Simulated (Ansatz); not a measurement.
# Li2S: the band gap up the ladder of functionals

One table from this session's results is given with a row withheld; the runs are named, their logs left out.

The runs shown are made with Ansatz 0.2.0. PAW datasets, plane waves. The values are computed, spin-unpolarised, and not measurements.

## Starting point

The cell was relaxed beforehand with r2SCAN.

The symmetry is Fm-3m (No. 225, cubic); conventional cell a = 5.691 Å, 15.36 Å³ an atom. Around S lie 8 Li at 2.46 Å; around Li lie 4 S at 2.46 Å.

Structure file:

```xyz
3
Lattice="0.0000 2.8453 2.8453 2.8453 0.0000 2.8453 2.8453 2.8453 0.0000" Properties=species:S:1:pos:R:3 pbc="T T T"
S     0.0000    0.0000    0.0000
Li    1.4226    1.4226    1.4226
Li    4.2679    4.2679    4.2679
```

The first run:

input.yaml reads:

```yaml
crystal:
  lattice:
    - [0.0, 2.8452942241, 2.8452942241]
    - [2.8452942241, 0.0, 2.8452942241]
    - [2.8452942241, 2.8452942241, 0.0]
  atoms:
    - { symbol: S, position: [0.0, 0.0, 0.0] }
    - { symbol: Li, position: [0.25, 0.25, 0.25] }
    - { symbol: Li, position: [0.75, 0.75, 0.75] }
kpoints:
  mp_grid: { grid: [8, 8, 8] }
  band_path:
    path:
      - [[0.0, 0.0, 0.0], [0.5, 1.790806725605e-35, 0.5], [0.625, 0.25, 0.625]]
      - [[0.375, 0.375, 0.75], [0.0, 0.0, 0.0], [0.5, 0.5, 0.5], [0.5, 0.25, 0.75], [0.5, 1.790806725605e-35, 0.5]]
    npoints: 10
hamiltonian:
  xc: pbe
scf:
  occupations: { method: fermi_dirac, width: 0.02 }
  n_extra_bands: 4
output:
  forces: true
  stress: true
  eigenvalues: true
  write_density: true
  write_potential: true
  elf: true
  volumetric_format: npy
```

Started as:

```sh
$ ansatz run input.yaml --threads 2 --pin off --max-ram 2211MiB --backend cpu --events-out ev --progress --plain --runs-dir out
```

Steps of the session up to this table: Band structure with PBE; r2SCAN at the same geometry; HSE06 at the same geometry; One-shot GW from PBE; PBE0.

One of the session's tables, all rows but one given; the rest of the session is left out.

| level | gap (eV) |
| --- | --- |
| PBE | 3.39 |
| r2SCAN | 3.87 |
| HSE06 | 4.34 |
| G0W0@PBE (137 empty bands) | 4.93 |
| PBE0 | ? |

Estimate the missing values for PBE0.

**Answer.** gap (eV): 5.03. In the column «gap (eV)» it is the highest.

Meshes: PBE 8×8×8, r2SCAN 8×8×8, HSE06 6×6×6, PBE0 6×6×6

In words: The gap runs from 3.39 eV (PBE) to 5.03 eV (PBE0). Against G0W0@PBE, PBE is short by 1.54 eV, at 69 % of it, and r2SCAN 79 %. PBE0 lies 0.69 eV above HSE06, which differs from it by screening the long-range exchange. The G0W0 figures hold for the stated bands, cutoff and mesh and aren't extrapolated.

Limits of these values: Warnings in the runs' records: stress exchange threshold loose, stress scf threshold loose.
